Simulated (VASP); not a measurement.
# PtSe2 (Sudovikovite) (P-3m1) in VASP: further runs

One crystal, PtSe2 (Sudovikovite), is run at these levels: PBE+D4, optB88-vdW, PBE; tasks: relaxation of the atoms, electrostatic potential, single point.

Everything below comes from runs of VASP 6.6.1. Logs are shortened: lines on timing, memory, paths and dates and some standing lists are left out, and cuts for length are marked.

**1. The structure**

It takes space group P-3m1 (No. 164, trigonal). Conventional cell: a = 3.724 Å, b = 3.724 Å, c = 5.062 Å, α = 90.00°, β = 90.00°, γ = 120.00°. Pt (site symmetry -3m) has 6 Se at 2.49 Å as nearest neighbours. Around Se (site symmetry 3m) lie 3 Pt at 2.49 Å.

**2. Relaxation of the atoms, PBE+D4 (volume scaled by 1.08)**

INCAR

```
SYSTEM = PtSe2
ALGO = Fast
EDIFF = 1E-8
EDIFFG = -0.02
ENCUT = 520
GGA = PE
IBRION = 2
ISIF = 2
ISMEAR = -1
IVDW = 13
LASPH = .TRUE.
LCHARG = .FALSE.
LREAL = .FALSE.
LWAVE = .FALSE.
NELM = 60
NSW = 60
PREC = Normal
SIGMA = 0.05
```

KPOINTS

```
k-points
0
G
  8 8 5
  0 0 0
```

POSCAR

```
PtSe2
1.0
    3.8207702553      0.0000000000      0.0000000000
   -1.9103851276      3.3088841031      0.0000000000
    0.0000000000      0.0000000000      5.1935389452
Pt Se
1 2
Selective dynamics
Direct
    0.0000000000      0.0000000000      0.0000000000  F F F
    0.6666666667      0.3333333333      0.7500000000  T T T
    0.3333333333      0.6666666667      0.2500000000  T T T
```

Potentials or basis: VASP PAW PBE potentials, release 64 (Pt, Se).

Command:

```bash
$ cat potpaw_PBE.64/Pt/POTCAR potpaw_PBE.64/Se/POTCAR > POTCAR
$ mpirun -np 1 vasp_std > vasp.out
```

OUTCAR:

```text
SYSTEM = PtSe2
   EDIFF = 1E-8
   EDIFFG = -0.02
   ENCUT = 520
   GGA = PE
   IBRION = 2
   ISIF = 2
   ISMEAR = -1
   IVDW = 13
   LASPH = .TRUE.
   LREAL = .FALSE.
   NELM = 60
   NSW = 60
   PREC = Normal

 ion  position               nearest neighbor table
   1  0.000  0.000  0.000-   2 2.56   3 2.56   3 2.56   2 2.56   2 2.56   3 2.56
   2  0.667  0.333  0.750-   1 2.56   1 2.56   1 2.56
   3  0.333  0.667  0.250-   1 2.56   1 2.56   1 2.56

  LATTYP: Found a hexagonal cell.
 ALAT       =     3.8207702553
 C/A-ratio  =     1.3592910848

  Lattice vectors:

 A1 = (   3.8207702553,   0.0000000000,   0.0000000000)
 A2 = (  -1.9103851276,   3.3088841031,   0.0000000000)
 A3 = (   0.0000000000,   0.0000000000,   5.1935389452)

Analysis of symmetry for initial positions (statically):
=====================================================================
 Subroutine PRICEL returns:
 Original cell was already a primitive cell.

 Routine SETGRP: Setting up the symmetry group for a
 hexagonal supercell.

 Subroutine GETGRP returns: Found 12 space group operations
 (whereof 12 operations were pure point group operations)
 out of a pool of 24 trial point group operations.

The static configuration has the point symmetry D_3d.

Analysis of symmetry for dynamics (positions and initial velocities):
=====================================================================
 Subroutine PRICEL returns:
 Original cell was already a primitive cell.

 Routine SETGRP: Setting up the symmetry group for a
 hexagonal supercell.

 Subroutine GETGRP returns: Found 12 space group operations
 (whereof 12 operations were pure point group operations)
 out of a pool of 24 trial point group operations.

The dynamic configuration has the point symmetry D_3d.

Analysis of constrained symmetry for selective dynamics:
=====================================================================
 Subroutine PRICEL returns:
 Original cell was already a primitive cell.

 Routine SETGRP: Setting up the symmetry group for a
 hexagonal supercell.

 Subroutine GETGRP returns: Found 12 space group operations
 (whereof 12 operations were pure point group operations)
 out of a pool of 24 trial point group operations.

The constrained configuration has the point symmetry D_3d.

 Subroutine INISYM returns: Found 12 space group operations
 (whereof 12 operations are pure point group operations),
 and found     1 'primitive' translations

----------------------------------------------------------------------------------------

                                     Primitive cell

  volume of cell :      65.6592

  direct lattice vectors                    reciprocal lattice vectors
     3.820770255  0.000000000  0.000000000     0.261727331  0.151108345  0.000000000
    -1.910385128  3.308884103  0.000000000     0.000000000  0.302216690  0.000000000
     0.000000000  0.000000000  5.193538945     0.000000000  0.000000000  0.192546934

  length of vectors
     3.820770255  3.820770255  5.193538945     0.302216690  0.302216690  0.192546934

  position of ions in fractional coordinates (direct lattice)
     0.000000000  0.000000000  0.000000000
     0.666666667  0.333333333  0.750000000
     0.333333333  0.666666667  0.250000000

  ion indices of the primitive-cell ions
   primitive index   ion index
                 1           1
                 2           2
                 3           3

----------------------------------------------------------------------------------------

 KPOINTS: k-points

Automatic generation of k-mesh.
 Grid dimensions read from file:
 generate k-points for:    8    8    5

 Generating k-lattice:

  Cartesian coordinates                     Fractional coordinates (reciprocal lattice)
     0.032715916  0.018888543  0.000000000     0.125000000  0.000000000  0.000000000
     0.000000000  0.037777086  0.000000000     0.000000000  0.125000000  0.000000000
     0.000000000  0.000000000  0.038509387     0.000000000  0.000000000  0.200000000

  Length of vectors
     0.037777086  0.037777086  0.038509387

  Shift w.r.t. Gamma in fractional coordinates (k-lattice)
     0.000000000  0.000000000  0.000000000

 Subroutine IBZKPT returns following result:
 ===========================================

 Found     40 irreducible k-points:

 Following reciprocal coordinates:
            Coordinates               Weight
  0.000000  0.000000  0.000000      1.000000
  0.125000 -0.000000  0.000000      6.000000
  0.250000 -0.000000  0.000000      6.000000
  0.375000 -0.000000  0.000000      6.000000
  0.500000 -0.000000  0.000000      3.000000
  0.125000  0.125000  0.000000      6.000000
[... 16 lines left out ...]
 -0.125000  0.500000  0.200000     12.000000
  0.250000  0.250000  0.200000     12.000000
 [... further k-points ...]
   k-points           NKPTS =     40   k-points in BZ     NKDIM =     40   number of bands    NBANDS=     15
   number of dos      NEDOS =    301   number of ions     NIONS =      3
   total plane-waves  NPLWV =  17280
   dimension x,y,z NGX =    24 NGY =   24 NGZ =   30
   dimension x,y,z NGXF=    48 NGYF=   48 NGZF=   60
   ions per type =               1   2
   NGX,Y,Z   is equivalent  to a cutoff of  10.44, 10.44,  9.60 a.u.
   NGXF,Y,Z  is equivalent  to a cutoff of  20.89, 20.89, 19.21 a.u.
 SYSTEM =  PtSe2
   PREC   = normal    normal or accurate (medium, high low for compatibility)
   ISTART =      0    job   : 0-new  1-cont  2-samecut
   ICHARG =      2    charge: 1-file 2-atom 10-const
   ISPIN  =      1    spin polarized calculation?
   LNONCOLLINEAR =      F non collinear calculations
   LSORBIT =      F    spin-orbit coupling
   LASPH  =      T    aspherical Exc in radial PAW
   ENCUT  =  520.0 eV  38.22 Ry    6.18 a.u.   7.10  7.10  9.66*2*pi/ulx,y,z
   NELM   =     60;   NELMIN=  2; NELMDL= -5     # of ELM steps
   EDIFF  = 0.1E-07   stopping-criterion for ELM
   LREAL  =      F    real-space projection
   EDIFFG = -.2E-01   stopping-criterion for IOM
   NSW    =     60    number of steps for IOM
   IBRION =      2    ionic relax: 0-MD 1-quasi-New 2-CG
   NFREE  =      1    steps in history (QN), initial steepest desc. (CG)
   ISIF   =      2    stress and relaxation
   ISYM   =      2    0-nonsym 1-usesym 2-fastsym
   POTIM  = 0.5000    time-step for ionic-motion
   TEBEG  =    0.0;   TEEND  =   0.0 temperature during run
   PSTRESS=    0.0 pullay stress
   NELECT =      22.0000    total number of electrons
   NUPDOWN=      -1.0000    fix difference up-down
   EMIN   =  10.00;   EMAX   =-10.00  energy-range for DOS
   EFERMI =   0.00;   METHOD = LEGACY
   ISMEAR =    -1;   SIGMA  =   0.05  broadening in eV -4-tet -1-fermi 0-gaus
   EFERMI_NEDOS =   21; number of points for ismear=-14 and -15
   IALGO  =     68    algorithm
   IMIX   =      4    mixing-type and parameters
     AMIX     =   0.40;   BMIX     =  1.00
     AMIX_MAG =   1.60;   BMIX_MAG =  1.00
  volume/ion in A,a.u.               =      21.89       147.70
  Fermi-wavevector in a.u.,A,eV,Ry     =   1.137061  2.148734 17.591078  1.292908
  Thomas-Fermi vector in A             =   2.273766
   LORBIT       =      0    0 simple, 1 ext, 2 COOP (PROOUT), +10 PAW based schemes
   GGA     = PE    functional components
   LHFCALC =     F    Hartree Fock is set to
   AEXX    =    0.0000 exact exchange contribution
   IVDW    =    13    specifies the selected vdW correction
   LEPSILON=     F    determine dielectric tensor
   LRPA    =     F    only Hartree local field effects (RPA)
 conjugate gradient relaxation of ions
 non-spin polarized calculation
 RMM-DIIS sequential band-by-band and
  energy-cutoff  :      520.00
  volume of cell :       65.66
 maximum number of plane-waves:      1791
   NGX = 15   NGY = 15   NGZ = 19

--------------------------------------- Ionic step        1  -------------------------------------------

 number of electron      22.0000004 magnetization

 Free energy of the ion-electron system (eV)
  ---------------------------------------------------
  ext. energy  EPLUGINS =         0.00000000
  ---------------------------------------------------
  free energy    TOTEN  =       -14.25668933 eV

  energy without entropy =      -14.25125529  energy(sigma->0) =      -14.25397231

------------------------ aborting loop because EDIFF is reached ----------------------------------------

  DFT-D4 for vdW energy calculation

  Edisp (eV):   -1.39503

  FORCE on cell =-STRESS in cart. coord.  units (eV):
  Direction    XX          YY          ZZ          XY          YZ          ZX
  --------------------------------------------------------------------------------------
  -------------------------------------------------------------------------------------
  Total      -2.38824    -2.38824    -1.82343    -0.00000     0.00000    -0.00000
  in kB     -58.27639   -58.27639   -44.49415    -0.00000     0.00000    -0.00000
  external pressure =      -53.68 kB  Pullay stress =        0.00 kB
[... 63 lines left out ...]
  energy  without entropy=      -15.6508645487  energy(sigma->0) =      -15.65348207

--------------------------------------- Ionic step        3  -------------------------------------------

 number of electron      22.0000004 magnetization

 Free energy of the ion-electron system (eV)
  ---------------------------------------------------
  ext. energy  EPLUGINS =         0.00000000
  ---------------------------------------------------
  free energy    TOTEN  =       -14.26431096 eV

  energy without entropy =      -14.25928287  energy(sigma->0) =      -14.26179692

 E-fermi :   5.5623     XC(G=0): -10.2380

 val. band max:        5.5008747639   @ k =   0.0000   0.1250   0.2000
 cond. band min:       5.6452202847   @ k =  -0.1250   0.3750   0.2000
 fundamental gap:      0.1443455208
 Fermi energy:         5.5622937223

 k-point     1 :       0.0000    0.0000    0.0000
  band No.  band energies     occupation
      1      -9.5825      2.00000
      2      -7.1479      2.00000
      3      -1.0230      2.00000
      4      -0.4711      2.00000
      5      -0.4711      2.00000
      6       1.8631      2.00000
      7       1.8631      2.00000
      8       3.1855      2.00000
      9       4.5064      2.00000
     10       4.5064      2.00000
     11       5.8503      0.00628
     12       6.9438      0.00000
     13       6.9438      0.00000
     14       9.2605      0.00000
     15       9.3299      0.00000
[... 397 lines left out ...]
 k-point    24 :       0.2500    0.2500    0.2000
  band No.  band energies     occupation
      1      -8.1453      2.00000
      2      -7.6985      2.00000
      3      -0.7186      2.00000
      4      -0.1844      2.00000
      5       0.1817      2.00000
      6       0.9596      2.00000
      7       1.2003      2.00000
      8       2.3311      2.00000
      9       2.6606      2.00000
     10       3.2369      2.00000
     11       4.1102      2.00000
     12       5.9025      0.00222
     13       6.7792      0.00000
     14      10.3874      0.00000
     15      12.5975      0.00000

 [... further k-points ...]

------------------------ aborting loop because EDIFF is reached ----------------------------------------

  DFT-D4 for vdW energy calculation

  Edisp (eV):   -1.39348

  FORCE on cell =-STRESS in cart. coord.  units (eV):
  Direction    XX          YY          ZZ          XY          YZ          ZX
  --------------------------------------------------------------------------------------
  -------------------------------------------------------------------------------------
  Total      -1.97209    -1.97209    -1.22389    -0.00000     0.00000     0.00000
  in kB     -48.12173   -48.12173   -29.86470    -0.00000     0.00000     0.00000
  external pressure =      -42.04 kB  Pullay stress =        0.00 kB
[... 18 lines left out ...]
  FREE ENERGIE OF THE ION-ELECTRON SYSTEM (eV)
  ---------------------------------------------------
  free  energy   TOTEN  =       -15.6577862067 eV

  energy  without entropy=      -15.6527581215  energy(sigma->0) =      -15.65527216

 reached required accuracy - stopping structural energy minimisation
```

Run time: 2.1 min. Hardware: 1 thread of AMD EPYC, shared host; peak memory 0.14 GiB.

What came out:

```yaml
Free_energy: -15.6578 eV
Energy_gained_by_relaxing: 2.0 meV/atom
Ionic_steps: 3
Pressure_after_relaxing: -4.2 GPa
Band_gap_on_the_k_mesh: none (metal or under the smearing width)
Dispersion_energy_per_atom: -0.464 eV
```

Step by step:
```tsv
step	energy change (eV)	largest force (eV/Å)	pressure (GPa)
1	0.0000	0.2425	-5.37
2	-0.0044	0.1289	-4.79
3	-0.0061	0.0149	-4.20
```

Final structure:
```
Pt Se
1.0
     3.82077    0.00000    0.00000
    -1.91039    3.30888    0.00000
     0.00000    0.00000    5.19354
Pt Se
1 2
Direct
  0.00000 0.00000 0.00000
  0.66667 0.33333 0.75447
  0.33333 0.66667 0.24553
```

Levels at points of the mesh, in eV from the Fermi level:
| k point | band 9 | band 10 | band 11 | band 12 | band 13 | band 14 |
| --- | --- | --- | --- | --- | --- | --- |
| (0.00, 0.00, 0.00) | -1.06 | -1.06 | 0.29 | 1.38 | 1.38 | 3.70 |
| (0.50, 0.00, 0.00) | -3.28 | -3.21 | -2.83 | 0.64 | 2.09 | 4.48 |

Caveat: pairwise dispersion overbinds metals, which lowers pressure and volume. The run has no spin-orbit coupling, so splittings on Pt are missing.

**3. Electrostatic potential, optB88-vdW**

INCAR

```
  AGGAC = 0.0
  ALGO = Normal
  AMIX = 0.2
  EDIFF = 1E-6
  ENCUT = 500
  GGA = BO
  ISIF = 2
  ISMEAR = -5
  LASPH = True
  LCHARG = True
  LREAL = False
  LUSE_VDW = True
  LVHAR = True
  LWAVE = False
  NELM = 80
  PARAM1 = 0.1833333333
  PARAM2 = 0.22
  PREC = Accurate
  SIGMA = 0.05
```

KPOINTS

```
k-points
0
Gamma
  10 10 6
```

POSCAR

```
PtSe2
1.0
    3.7240000000      0.0000000000      0.0000000000
   -1.8620000000      3.2250786037      0.0000000000
    0.0000000000      0.0000000000      5.0620000000
Pt Se
1 2
Cartesian
    0.0000000000      0.0000000000      0.0000000000
    1.8620000002      1.0750262011      3.7965000000
   -0.0000000002      2.1500524026      1.2655000000
```

Potentials or basis: VASP PAW PBE potentials, release 64 (Pt, Se).

Command:

```bash
$ cat potpaw_PBE.64/Pt/POTCAR potpaw_PBE.64/Se/POTCAR > POTCAR
$ mpirun -np 1 vasp_std > vasp.out
```

Run time: 3.4 min. Hardware: 1 thread of AMD EPYC, shared host; peak memory 0.39 GiB.

The run converged. Its results:

| Item | Value |
| --- | --- |
| Free energy | -8.2644 eV |
| Pressure | 8.5 GPa |
| Largest force | 0.890 eV/Å |
| Band gap on the k mesh | none (metal or under the smearing width) |

Forces in eV/Å, atoms in the order of the input:
```
Pt   0.000  0.000  0.000
Se   0.000  0.000 -0.890
Se   0.000  0.000  0.890
```

Stress tensor (GPa, compression positive):
```
9.23 0.00 0.00
0.00 9.23 0.00
0.00 0.00 7.17
```

Levels at points of the mesh, in eV from the Fermi level:
```
           k point  band 9  band 10  band 11  band 12  band 13  band 14
(0.00, 0.00, 0.00)   -1.14    -1.14     0.32     1.36     1.36     3.63
(0.50, 0.00, 0.00)   -3.59    -3.52    -3.06     0.57     2.25     4.71
(0.00, 0.00, 0.50)   -1.79    -1.57    -1.57     2.20     2.20     4.81
(0.50, 0.00, 0.50)   -3.32    -2.89    -1.43     0.90     1.40     4.49
```

Caveat: the PAW data sets were made with another functional, which shifts forces and pressure a little; tetrahedron occupations give inexact forces and stress in metals. The run has no spin-orbit coupling, so splittings on Pt are missing.

**4. Single point, PBE**

INCAR

```
  PREC = Accurate
  ENCUT = 520
  EDIFF = 1E-6
  ISMEAR = 0
  SIGMA = 0.020999999999999998
  LREAL = False
  LASPH = True
  NELM = 80
  ALGO = Normal
  ISIF = 2
  LWAVE = False
  LCHARG = True
  GGA = PE
  LELF = True
  LVHAR = True
  NBANDS = 18
```

KPOINTS

```
regular mesh
0
Gamma
  8 8 5
```

POSCAR

```
PtSe2
1.0
    3.7240000000      0.0000000000      0.0000000000
   -1.8620000000      3.2250786037      0.0000000000
    0.0000000000      0.0000000000      5.0620000000
Pt Se
1 2
Direct
    0.0000000000      0.0000000000      0.0000000000
    0.6666666667      0.3333333333      0.7500000000
    0.3333333333      0.6666666667      0.2500000000
```

Command:

```bash
$ cat potpaw_PBE.64/Pt/POTCAR potpaw_PBE.64/Se/POTCAR > POTCAR
$ mpirun -np 1 vasp_std > vasp.out
```

Wall time 16 s (1 thread of Intel Xeon 6975P-C (Granite Rapids), shared host); peak memory 0.2 GiB.

The run converged. Its results:

```
Free energy            : -14.1851 eV
Pressure               : 7.3 GPa
Largest force          : 0.575 eV/Å
Band gap on the k mesh : none (metal or under the smearing width)
```

Forces in eV/Å, atoms in the order of the input:
```
Pt   0.000  0.000  0.000
Se   0.000  0.000 -0.575
Se   0.000  0.000  0.575
```

Stress tensor (GPa, compression positive):
```
7.90 0.00 0.00
0.00 7.90 0.00
0.00 0.00 6.16
```

Levels at points of the mesh, in eV from the Fermi level:
| k point | band 8 | band 9 | band 10 | band 11 | band 12 | band 13 | band 14 | band 15 |
| --- | --- | --- | --- | --- | --- | --- | --- | --- |
| (0.00, 0.00, 0.00) | -2.69 | -1.16 | -1.16 | 0.32 | 1.37 | 1.37 | 3.52 | 4.12 |
| (0.50, 0.00, 0.00) | -3.64 | -3.63 | -3.54 | -3.08 | 0.57 | 2.26 | 4.69 | 5.74 |

**5. The runs side by side**

```csv
task,level,cell,k mesh,cutoff (eV),smearing,atoms held fixed (from 0),other keys,gap on the mesh (eV),pressure (GPa),largest force (eV/Å)
relaxation of the atoms,PBE+D4,atoms relaxed from: volume scaled by 1.08,8 × 8 × 5,520,fermi-dirac 0.05 eV,[0],PREC = Normal; EDIFF = 1e-08,none,-4.2,-
electrostatic potential,optB88-vdW,as given,10 × 10 × 6,500,tetrahedron,-,AMIX = 0.2; k = 10 × 10 × 6,none,8.5,0.89
single point,PBE,as given,8 × 8 × 5,520,gaussian 0.021 eV,-,-,none,7.3,0.58
```

Alike in all rows: potentials or basis VASP PAW PBE potentials, release 64 (Pt, Se); no spin polarisation.

Caveats: pairwise dispersion overbinds metals, which lowers pressure and volume (some runs); the PAW data sets were made with another functional, which shifts forces and pressure a little (some runs); tetrahedron occupations give inexact forces and stress in metals (some runs).

Absolute energies hang on the potentials; compare differences alone.
